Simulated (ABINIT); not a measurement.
# MgO (Fm-3m) in ABINIT: settings compared

Aim: see how the results for MgO move with the level of theory and the settings. Levels: SCAN, BLYP+D3(BJ), BP86+D3, PBE+D2, PBE. Tasks: band structure, equation of state.

Everything below comes from runs of ABINIT 10.8.3 (patched build). Logs are shortened: lines on timing, memory, paths and dates and some standing lists are left out, and cuts for length are marked. The log counts tension as positive stress, the text compression.

**Measured values to compare with.**

From “Electronic structure of alkaline earth and post-transition metal oxides”, 2009, arxiv:0908.1581, for a bulk crystal of MgO: band gap 7.83 eV.

How close the calculation comes is told below.

## Step 1: The crystal as given

Symmetry: Fm-3m, No. 225, cubic system. The conventional cell has a = 4.194 Å, b = 4.194 Å, c = 4.194 Å, α = 90.00°, β = 90.00°, γ = 90.00°. Mg (site symmetry m-3m) is surrounded by 6 O at 2.10 Å. Around O (site symmetry m-3m) lie 6 Mg at 2.10 Å.

The cell is a database's computed one.

## Step 2: Band structure, SCAN

Contents of run.abi:

```
# Datasets: ground state, then fixed potential
ndtset 2

# Pseudopotentials
pp_dirpath "./"
pseudos "Mg.GGA_PBE-JTH.xml, O.GGA_PBE-JTH.xml"

# Structure
acell 3*1.0 Angstrom
rprim
     0.0000000000     2.0970013927     2.0970013927
     2.0970013927     0.0000000000     2.0970013927
     2.0970013927     2.0970013927     0.0000000000
ntypat 2
znucl 12 8
natom 2
typat 1 2
xcart
     0.0000000000     0.0000000000     0.0000000000
     3.9627583152     3.9627583152     3.9627583152

# Plane-wave basis
ecut 28.0
pawecutdg 50.0

# Exchange and correlation
ixc -263267
usekden 1
pawxcdev 0

# Bands and occupations
occopt 3
tsmear 0.05 eV

# SCF cycle
nstep 100

# Output
iomode 3
prtwf 0
prteig 0
prtebands 0
enunit 1
prtden1 1
prtkden1 1
prtvha1 1
prtvclmb1 1
prtpot1 1

# Dataset 1
kptopt1 1
ngkpt1 11 11 11
nshiftk1 1
shiftk1 0.0 0.0 0.0
nband1 12
tolvrs1 1.0e-7

# Dataset 2: bands along G-X-W-K-G-L-U-W-L-K
iscf2 -2
getden2 1
getkden2 1
nband2 16
nbdbuf2 2
tolwfr2 1.0e-12
kptopt2 -9
ndivsm2 6
prteig2 1
prtvol2 -3
kptbounds2
     0.0000000000     0.0000000000     0.0000000000
     0.5000000000     0.0000000000     0.5000000000
     0.5000000000     0.2500000000     0.7500000000
     0.3750000000     0.3750000000     0.7500000000
     0.0000000000     0.0000000000     0.0000000000
     0.5000000000     0.5000000000     0.5000000000
     0.6250000000     0.2500000000     0.6250000000
     0.5000000000     0.2500000000     0.7500000000
     0.5000000000     0.5000000000     0.5000000000
     0.3750000000     0.3750000000     0.7500000000
```

Potentials or basis: JTH PAW PBE v2.0.

Started as:

```console
$ abinit run.abi > log 2>&1
```

run.abo:

```text
.Version 10.8.3 of ABINIT
 DATASET    1 : space group Fm -3 m (#225); Bravais cF (face-center cubic)
================================================================================
 Values of the parameters that define the memory need for DATASET  1.
     intxc =       0    ionmov =       0      iscf =      17    lmnmax =       8
     lnmax =       4     mgfft =      30  mpssoang =       2    mqgrid =    3001
     natom =       2  nloc_mem =       2    nspden =       1   nspinor =       1
    nsppol =       1      nsym =      48    n1xccc =       1    ntypat =       2
    occopt =       3   xclevel =       2
       mpw =         903          nfft =       27000          nkpt =          56
 PAW method is used; the additional fine FFT grid is defined by:
   mgfftf=        36    nfftf =     46656
================================================================================
================================================================================

 DATASET    2 : space group Fm -3 m (#225); Bravais cF (face-center cubic)
================================================================================
 Values of the parameters that define the memory need for DATASET  2.
     intxc =       0    ionmov =       0      iscf =      -2    lmnmax =       8
     lnmax =       4     mgfft =      30  mpssoang =       2    mqgrid =    3001
     natom =       2  nloc_mem =       2    nspden =       1   nspinor =       1
    nsppol =       1      nsym =      48    n1xccc =       1    ntypat =       2
    occopt =       3   xclevel =       2
       mpw =         903          nfft =       27000          nkpt =         103
 PAW method is used; the additional fine FFT grid is defined by:
   mgfftf=        36    nfftf =     46656
================================================================================
================================================================================

--------------------------------------------------------------------------------
------------- Echo of variables that govern the present computation ------------
--------------------------------------------------------------------------------
 -outvars: echo values of preprocessed input variables --------
            acell      1.8897261259E+00  1.8897261259E+00  1.8897261259E+00 Bohr
              amu      2.43050000E+01  1.59994000E+01
             ecut      2.80000000E+01 Hartree
           enunit           1
           getden1          0
           getden2          1
          getkden1          0
          getkden2          1
             iscf1         17
             iscf2         -2
              ixc     -263267
           jdtset        1    2
[... 967 lines left out ...]
    1        1.90158          8.28675690
    2        1.41465          4.62638310

================================================================================

 ----iterations are completed or convergence reached----

 Mean square residual over all n,k,spin=   38.500E-14; max=  99.784E-14
 reduced coordinates (array xred) for    2 atoms
       0.000000000000      0.000000000000      0.000000000000
       0.500000000000      0.500000000000      0.500000000000

 cartesian coordinates (angstrom) at end:
    1      0.00000000000000     0.00000000000000     0.00000000000000
    2      2.09700139270000     2.09700139270000     2.09700139270000
 length scales=  1.889726125908  1.889726125908  1.889726125908 bohr
              =  1.000000000000  1.000000000000  1.000000000000 angstroms
 Eigenvalues (   eV  ) for nkpt= 103  k points:
 kpt#   1, nband= 16, wtk=  1.00000, kpt=  0.0000  0.0000  0.0000 (reduced coord)
 -69.85083  -34.86064  -34.86064  -34.86064  -13.13549    5.18999    5.18999    5.18999
  10.93261   22.06525   22.06525   22.06525   26.20392   28.02245   28.02245   31.54959
 kpt#   2, nband= 16, wtk=  1.00000, kpt=  0.0294  0.0000  0.0294 (reduced coord)
 -69.85073  -34.86137  -34.86089  -34.86089  -13.12276    5.12036    5.17576    5.17576
  11.01256   21.85327   22.10065   22.10065   26.47612   27.79945   28.05018   31.58891
 kpt#   3, nband= 16, wtk=  1.00000, kpt=  0.0588  0.0000  0.0588 (reduced coord)
 -69.85045  -34.86355  -34.86160  -34.86160  -13.08501    4.92394    5.13396    5.13396
  11.23996   21.33545   22.20522   22.20522   27.17467   27.24066   28.13326   31.70724
 kpt#   4, nband= 16, wtk=  1.00000, kpt=  0.0882  0.0000  0.0882 (reduced coord)
 -69.84998  -34.86701  -34.86277  -34.86277  -13.02345    4.63139    5.06686    5.06686
  11.58526   20.68730   22.37387   22.37387   26.51066   28.12402   28.27138   31.90566
 kpt#   5, nband= 16, wtk=  1.00000, kpt=  0.1176  0.0000  0.1176 (reduced coord)
 -69.84935  -34.87164  -34.86438  -34.86438  -12.94011    4.27674    4.97798    4.97798
  12.01504   20.00679   22.59893   22.59893   25.70459   28.46397   29.22605   32.18555
 kpt#   6, nband= 16, wtk=  1.00000, kpt=  0.1471  0.0000  0.1471 (reduced coord)
 -69.84858  -34.87720  -34.86635  -34.86635  -12.83777    3.88961    4.87189    4.87189
[... 278 lines left out ...]
 -69.84083  -34.93411  -34.89304  -34.87573  -11.70190    1.21168    3.09669    4.24241
  15.89790   18.64130   19.90551   23.99378   26.15616   29.81362   32.79869   35.89503
 kpt# 100, nband= 16, wtk=  1.00000, kpt=  0.4125  0.4125  0.6750 (reduced coord)
 -69.84047  -34.92937  -34.89955  -34.87757  -11.66736    1.41807    2.77623    4.17542
  16.21227   18.55509   19.48126   24.27863   25.65460   30.14167   33.69926   35.52308
 kpt# 101, nband= 16, wtk=  1.00000, kpt=  0.4000  0.4000  0.7000 (reduced coord)
 -69.84016  -34.92466  -34.90562  -34.87938  -11.63731    1.61515    2.50799    4.11233
  16.37812   18.54102   19.13518   24.53184   25.27216   30.57882   34.35949   35.22788
 kpt# 102, nband= 16, wtk=  1.00000, kpt=  0.3875  0.3875  0.7250 (reduced coord)
 -69.83991  -34.92109  -34.90988  -34.88103  -11.61542    1.72882    2.37393    4.05689
  16.38921   18.52399   18.92326   24.73911   25.03167   31.12167   34.48513   35.29837
 kpt# 103, nband= 16, wtk=  1.00000, kpt=  0.3750  0.3750  0.7500 (reduced coord)
 -69.83977  -34.92143  -34.90939  -34.88244  -11.60533    1.67353    2.46402    4.01244
  16.30176   18.31941   18.95882   24.89511   24.93789   31.73857   34.23382   35.09594

== END DATASET(S) ==============================================================
================================================================================

 -outvars: echo values of variables after computation  --------
            acell      1.8897261259E+00  1.8897261259E+00  1.8897261259E+00 Bohr
           etotal1    -7.9298299880E+01
            fcart1    -0.0000000000E+00 -0.0000000000E+00 -0.0000000000E+00
                      -0.0000000000E+00 -0.0000000000E+00 -0.0000000000E+00
            rprim      0.0000000000E+00  2.0970013927E+00  2.0970013927E+00
                       2.0970013927E+00  0.0000000000E+00  2.0970013927E+00
                       2.0970013927E+00  2.0970013927E+00  0.0000000000E+00
           strten1    -2.3008570999E-05 -2.3008570999E-05 -2.3008570999E-05
                       0.0000000000E+00  0.0000000000E+00  0.0000000000E+00
           xangst      0.0000000000E+00  0.0000000000E+00  0.0000000000E+00
                       2.0970013927E+00  2.0970013927E+00  2.0970013927E+00
             xred      0.0000000000E+00  0.0000000000E+00  0.0000000000E+00
                       5.0000000000E-01  5.0000000000E-01  5.0000000000E-01
 Calculation completed.
```

Run time: 2.5 min. Hardware: 1 thread of Arm Neoverse V2, shared host; peak memory 0.13 GiB.

What came out:

| Property | Result |
| --- | --- |
| Free energy | -2157.8167 eV |
| Pressure | 0.7 GPa |
| Band gap on the k mesh | 5.74 eV, direct |
| Band gap along the path | 5.74 eV, direct |
| Valence electrons inside the program's atomic spheres | Mg 8.29; O 4.63 |

Levels at the corners of the path, in eV from the valence-band top:
```tsv
point	band 4	band 5	band 6	band 7	band 8	band 9	band 10	band 11	band 12	band 13
Γ	-40.05	-18.33	0.00	0.00	0.00	5.74	16.88	16.88	16.88	21.01
X	-40.08	-16.83	-4.11	-1.38	-1.38	10.02	11.27	14.43	20.66	20.66
W	-40.08	-16.76	-2.98	-2.98	-1.79	12.77	12.77	13.57	16.91	23.54
K	-40.07	-16.80	-3.52	-2.73	-1.18	11.11	13.13	13.77	19.71	19.75
Γ	-40.05	-18.33	0.00	0.00	0.00	5.74	16.88	16.88	16.88	21.01
L	-40.06	-17.03	-4.65	-0.69	-0.69	8.90	13.95	17.64	17.64	22.61
U	-40.07	-16.80	-3.52	-2.73	-1.18	11.11	13.13	13.77	19.71	19.75
W	-40.08	-16.76	-2.98	-2.98	-1.79	12.77	12.77	13.57	16.91	23.54
L	-40.06	-17.03	-4.65	-0.69	-0.69	8.90	13.95	17.64	17.64	22.61
K	-40.07	-16.80	-3.52	-2.73	-1.18	11.11	13.13	13.77	19.71	19.75
```

Caveat: totals of a meta-GGA on PAW files have another zero than those of a GGA; the PAW data sets were made with another functional, which shifts forces and pressure a little.

## Step 3: Equation of state, BLYP+D3(BJ)

Contents of run.abi:

```
# Datasets: one volume each
ndtset 7
getwfk -1
scalecart1 3*0.9795861087
scalecart2 3*0.9864848297
scalecart3 3*0.9932883884
scalecart4 3*1.0000000000
scalecart5 3*1.0066227096
scalecart6 3*1.0131594038
scalecart7 3*1.0196128224

# Pseudopotentials
pp_dirpath "./"
pseudos "Mg.GGA_PBE-JTH.xml, O.GGA_PBE-JTH.xml"

# Structure
acell 3*1.0 Angstrom
rprim
     0.0000000000     2.0970013927     2.0970013927
     2.0970013927     0.0000000000     2.0970013927
     2.0970013927     2.0970013927     0.0000000000
ntypat 2
znucl 12 8
natom 2
typat 1 2
xred
     0.0000000000     0.0000000000     0.0000000000
     0.5000000000     0.5000000000     0.5000000000

# Plane-wave basis
ecut 23.0
pawecutdg 45.0

# k points
kptopt 1
ngkpt 11 11 11
nshiftk 1
shiftk 0.0 0.0 0.0

# Exchange and correlation
ixc -106131
vdw_xc 7

# Bands and occupations
nband 12
occopt 3
tsmear 0.05 eV

# SCF cycle
nstep 100
tolvrs 1.0e-9

# Output
iomode 3
prtwf 1
prtden 0
prteig 0
prtebands 0
enunit 2
```

Potentials or basis: JTH PAW PBE v2.0.

Started as:

```console
$ abinit run.abi > log 2>&1
```

Wall time 79 s (1 thread of Arm Neoverse V2, shared host); peak memory 0.13 GiB.

Results (log left out):

| Property | Result |
| --- | --- |
| Equilibrium volume | 9.15 Å³/atom |
| Bulk modulus | 166 GPa |
| Pressure derivative of the bulk modulus | 4.1 |

Energy against volume, from the lowest point:
```tsv
volume (Å³/atom)	energy (meV/atom)
8.668	14.19
8.853	5.07
9.037	0.50
9.221	0.00
9.406	3.23
9.590	9.81
9.775	19.38
```

Caveat: pressures at fixed basis lie under the slope of the energies; the PAW data sets were made with another functional, which shifts forces and pressure a little.

## Step 4: Equation of state, BP86+D3

run.abi, as its differences from that of step 3:

```diff
@@ -40,4 +40,4 @@
 # Exchange and correlation
-ixc -106131
-vdw_xc 7
+ixc -106132
+vdw_xc 6
 
@@ -58,2 +58,2 @@
 prtebands 0
-enunit 2
+enunit 1
```

Potentials or basis: JTH PAW PBE v2.0.

Started as:

```console
$ abinit run.abi > log 2>&1
```

run.abo:

```text
.Version 10.8.3 of ABINIT
 DATASET    1 : space group Fm -3 m (#225); Bravais cF (face-center cubic)
================================================================================
 Values of the parameters that define the memory need for DATASET  1.
     intxc =       0    ionmov =       0      iscf =      17    lmnmax =       8
     lnmax =       4     mgfft =      24  mpssoang =       2    mqgrid =    3001
     natom =       2  nloc_mem =       2    nspden =       1   nspinor =       1
    nsppol =       1      nsym =      48    n1xccc =       1    ntypat =       2
    occopt =       3   xclevel =       2
       mpw =         626          nfft =       13824          nkpt =          56
 PAW method is used; the additional fine FFT grid is defined by:
   mgfftf=        36    nfftf =     46656
================================================================================
================================================================================
[... 71 lines left out ...]
 DATASET    7 : space group Fm -3 m (#225); Bravais cF (face-center cubic)
================================================================================
 Values of the parameters that define the memory need for DATASET  7.
     intxc =       0    ionmov =       0      iscf =      17    lmnmax =       8
     lnmax =       4     mgfft =      27  mpssoang =       2    mqgrid =    3001
     natom =       2  nloc_mem =       2    nspden =       1   nspinor =       1
    nsppol =       1      nsym =      48    n1xccc =       1    ntypat =       2
    occopt =       3   xclevel =       2
       mpw =         706          nfft =       19683          nkpt =          56
 PAW method is used; the additional fine FFT grid is defined by:
   mgfftf=        36    nfftf =     46656
================================================================================
================================================================================

--------------------------------------------------------------------------------
------------- Echo of variables that govern the present computation ------------
--------------------------------------------------------------------------------
 -outvars: echo values of preprocessed input variables --------
            acell      1.8897261259E+00  1.8897261259E+00  1.8897261259E+00 Bohr
              amu      2.43050000E+01  1.59994000E+01
             ecut      2.30000000E+01 Hartree
[... 156 lines left out ...]

   2.59069307E+02                                ecore*ucvol(ha*bohr**3)
--------------------------------------------------------------------------------

================================================================================

--- !BeginCycle
iteration_state: {dtset: 1, }
solver: {iscf: 17, nstep: 100, nline: 4, wfoptalg: 10, }
tolerances: {tolvrs: 1.00E-09, }
...
[... 1205 lines left out ...]
-Cartesian components of stress tensor (GPa)         [Pressure= -9.2996E+00 GPa]
- sigma(1 1)=  9.29960154E+00  sigma(3 2)=  0.00000000E+00
- sigma(2 2)=  9.29960154E+00  sigma(3 1)=  0.00000000E+00
- sigma(3 3)=  9.29960154E+00  sigma(2 1)=  0.00000000E+00

== END DATASET(S) ==============================================================
================================================================================

 -outvars: echo values of variables after computation  --------
            acell      1.8897261259E+00  1.8897261259E+00  1.8897261259E+00 Bohr
           etotal1    -7.9869675513E+01
           etotal2    -7.9870372763E+01
           etotal3    -7.9870733181E+01
           etotal4    -7.9870795505E+01
           etotal5    -7.9870585834E+01
           etotal6    -7.9870132448E+01
           etotal7    -7.9869466401E+01
            fcart1    -0.0000000000E+00 -0.0000000000E+00 -0.0000000000E+00
                      -0.0000000000E+00 -0.0000000000E+00 -0.0000000000E+00
            fcart2    -0.0000000000E+00 -0.0000000000E+00 -0.0000000000E+00
                      -0.0000000000E+00 -0.0000000000E+00 -0.0000000000E+00
            fcart3    -0.0000000000E+00 -0.0000000000E+00 -0.0000000000E+00
                      -0.0000000000E+00 -0.0000000000E+00 -0.0000000000E+00
            fcart4    -0.0000000000E+00 -0.0000000000E+00 -0.0000000000E+00
                      -0.0000000000E+00 -0.0000000000E+00 -0.0000000000E+00
            fcart5    -0.0000000000E+00 -0.0000000000E+00 -0.0000000000E+00
                      -0.0000000000E+00 -0.0000000000E+00 -0.0000000000E+00
[... 38 lines left out ...]
                       0.0000000000E+00  0.0000000000E+00  0.0000000000E+00
           xangst1     0.0000000000E+00  0.0000000000E+00  0.0000000000E+00
                       2.0541934342E+00  2.0541934342E+00  2.0541934342E+00
           xangst2     0.0000000000E+00  0.0000000000E+00  0.0000000000E+00
                       2.0686600618E+00  2.0686600618E+00  2.0686600618E+00
           xangst3     0.0000000000E+00  0.0000000000E+00  0.0000000000E+00
                       2.0829271338E+00  2.0829271338E+00  2.0829271338E+00
           xangst4     0.0000000000E+00  0.0000000000E+00  0.0000000000E+00
                       2.0970013927E+00  2.0970013927E+00  2.0970013927E+00
           xangst5     0.0000000000E+00  0.0000000000E+00  0.0000000000E+00
                       2.1108892240E+00  2.1108892240E+00  2.1108892240E+00
           xangst6     0.0000000000E+00  0.0000000000E+00  0.0000000000E+00
                       2.1245966808E+00  2.1245966808E+00  2.1245966808E+00
           xangst7     0.0000000000E+00  0.0000000000E+00  0.0000000000E+00
                       2.1381295086E+00  2.1381295086E+00  2.1381295086E+00
             xred      0.0000000000E+00  0.0000000000E+00  0.0000000000E+00
                       5.0000000000E-01  5.0000000000E-01  5.0000000000E-01
 Calculation completed.
```

Run time: 79 s. Hardware: 1 thread of Arm Neoverse V2, shared host; peak memory 0.13 GiB.

Results:

| Property | Result |
| --- | --- |
| Equilibrium volume | 9.17 Å³/atom |
| Bulk modulus | 163 GPa |
| Pressure derivative of the bulk modulus | 4.4 |

Energy against volume, from the lowest point:
| volume (Å³/atom) | energy (meV/atom) |
| --- | --- |
| 8.668 | 15.24 |
| 8.853 | 5.75 |
| 9.037 | 0.85 |
| 9.221 | 0.00 |
| 9.406 | 2.85 |
| 9.590 | 9.02 |
| 9.775 | 18.08 |

Caveat: pressures at fixed basis lie under the slope of the energies; the PAW data sets were made with another functional, which shifts forces and pressure a little.

## Step 5: Equation of state, PBE+D2

Contents of run.abi:

```
ndtset 7
getwfk -1
scalecart1 3*0.9795861087
scalecart2 3*0.9864848297
scalecart3 3*0.9932883884
scalecart4 3*1.0000000000
scalecart5 3*1.0066227096
scalecart6 3*1.0131594038
scalecart7 3*1.0196128224

pp_dirpath "./"
pseudos "Mg.GGA_PBE-JTH.xml, O.GGA_PBE-JTH.xml"

acell 3*1.0
rprim
     0.0000000000     3.9627583152     3.9627583152
     3.9627583152     0.0000000000     3.9627583152
     3.9627583152     3.9627583152     0.0000000000
ntypat 2
znucl 12 8
natom 2
typat 1 2
xred
     0.0000000000     0.0000000000     0.0000000000
     0.5000000000     0.5000000000     0.5000000000

ecut 23.0
pawecutdg 45.0

kptopt 1
ngkpt 11 11 11
nshiftk 1
shiftk 0.0 0.0 0.0

ixc 11
vdw_xc 5

nband 12
occopt 3
tsmear 0.05 eV

nstep 100
tolvrs 1.0e-9

iomode 3
prtwf 1
prtden 0
prteig 0
prtebands 0
```

Started as:

```console
$ abinit run.abi > log 2>&1
```

It took 67 s on 1 thread of Arm Neoverse V2, shared host; peak memory 0.13 GiB.

Results (log left out):

- Equilibrium volume: 9.28 Å³/atom
- Bulk modulus: 175 GPa
- Pressure derivative of the bulk modulus: 4.7

Energy against volume, from the lowest point:
```csv
volume (Å³/atom),energy (meV/atom)
8.668,24.60
8.853,11.38
9.037,3.38
9.221,0.00
9.406,0.80
9.590,5.32
9.775,13.13
```

Caveat: pressures at fixed basis lie under the slope of the energies.

[end of part 1 of 2]
